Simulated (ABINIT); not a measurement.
Runs of ABINIT 10.8.3 (patched build) on W. Symmetry: Im-3m, No. 229, cubic system. Conventional cell: a = 3.165 Å, b = 3.165 Å, c = 3.165 Å, α = 90.00°, β = 90.00°, γ = 90.00°. Around W (site symmetry m-3m) lie 8 W at 2.74 Å. 

| level | gap on the mesh (eV) | pressure (GPa) |
| --- | --- | --- |
| PW91 | none | 6.1 |
| BLYP | none | 15.9 |
| revPBE | none | 8.8 |
| LDA | none | -8.3 |
| PBE | none | 6.1 |
| SCAN | none | (a) |
| RPBE | none | 9.9 |
| PBEsol | none | (b) |

Alike in all rows: task band structure; potentials or basis JTH PAW PBE v2.0; no spin polarisation; cell as given; k mesh 12 × 12 × 12; cutoff (eV) 517; smearing fermi-dirac 0.05 eV.

Problem. Fill in the values left out.

Solution. (a) -5.2; (b) -2.5.

Caveats: spin-orbit coupling is left out, which moves the levels of the heavy elements; the PAW data sets were made with another functional, which shifts forces and pressure a little (some runs).

A k mesh can miss the band edges, and the runs leave out spin-orbit coupling on W.

A gap of «none» marks a metal or a gap under the smearing width.
